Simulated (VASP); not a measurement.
H2C3O: single point with PBE+D3(BJ)

Crystal: H2C3O.

```xyz
24
Lattice="8.2582 0.0000 0.0000 0.0000 8.2582 0.0000 0.0000 0.0000 8.2582" Properties=species:S:1:pos:R:3 pbc="T T T"
C     0.8288    6.5924    2.9912
C     0.5580    6.4635    1.8310
C     6.4475    0.1808    7.1688
C     7.2705    1.0696    7.3285
C     2.2618   -0.0153    6.6244
C     2.6832    0.4259    5.5558
C     1.7872    3.4864    0.7933
C     2.1739    3.5587   -0.3580
C     7.2622    0.9743    3.9880
C     2.9505    0.8354    2.0052
C     0.8346    4.3562    4.9730
C     6.3170    4.1451    0.7478
H     0.3415    6.2117    0.8514
H     1.0690    6.6287    3.9860
H     7.8310    1.9711    7.5332
H     5.9832   -0.7312    6.8619
H     3.0489    0.8998    4.6092
H     1.7328   -0.5545    7.3870
H     2.4742    3.5936   -1.3529
H     1.4686    3.8962    1.7600
O     6.3709    0.8368    3.2647
O     3.3132    0.2601    1.0962
O    -0.2460    4.1453    5.2083
O     5.6820    4.4797    1.6022
```

The cell was built by a generator and needn't be a form met in nature.

```yaml
Program: VASP 6.6.1
Task: single point
Functional: PBE
Dispersion: D3(BJ)
Potentials_or_basis: VASP PAW PBE potentials, release 64 (C, H, O)
Cutoff: 520 eV
k_mesh: 1 × 1 × 1
Occupations: fermi-dirac, width 0.02 eV
Spin: no spin polarisation
Dipole_correction: no
Further_INCAR_settings: LREAL = Auto; ALGO = Normal; EDIFF = 1e-06; NBANDS = 58
```

* Pressure: 0.4 GPa
* Largest force: 3.362 eV/Å
* Band gap on the k mesh: 4.41 eV, direct
* Dispersion energy per atom: -0.040 eV

Forces on the atoms (eV/Å):
```
C   -0.253 -0.081 -1.025
C    0.101 -0.043  0.512
C    1.275  0.479 -0.102
C   -0.882 -0.177  0.143
C    0.289  0.272 -2.080
C   -0.124  0.116  0.429
C   -0.074  1.210  0.152
C   -0.547 -0.208  1.578
C   -0.915 -0.108 -0.927
C   -0.202  0.426  0.712
C    1.934  0.208 -0.329
C    1.902 -0.975 -2.571
H   -0.366 -0.115 -1.479
H    0.519  0.422  1.913
H   -0.027 -0.322 -0.041
H   -0.396 -0.007  0.136
H   -0.440 -0.665  1.313
H    0.217  0.232  0.127
H    0.469 -0.194 -1.209
H    0.200 -0.799 -0.508
O    0.902  0.162  0.842
O    0.364 -0.419 -0.574
O   -2.021 -0.386  0.411
O   -1.925  0.972  2.579
```

Stress tensor (GPa, compression positive):
```
 0.37 -0.38 -0.26
-0.38 -0.43  0.66
-0.26  0.66  1.22
```

Levels at points of the mesh, in eV from the valence-band top:
| k point | band 36 | band 37 | band 38 | band 39 | band 40 | band 41 | band 42 | band 43 | band 44 | band 45 |
| --- | --- | --- | --- | --- | --- | --- | --- | --- | --- | --- |
| (0.00, 0.00, 0.00) | -0.49 | -0.42 | -0.20 | -0.14 | 0.00 | 4.41 | 4.49 | 4.71 | 4.75 | 4.81 |

Wall time 100 s on 1 thread of Intel(R) Xeon(R) Platinum 8375C CPU @ 2.90GHz (Ice Lake) (shared host), peak memory 0.51 GiB.

Caveat: the standard files for N, O and F lose accuracy on very short bonds.
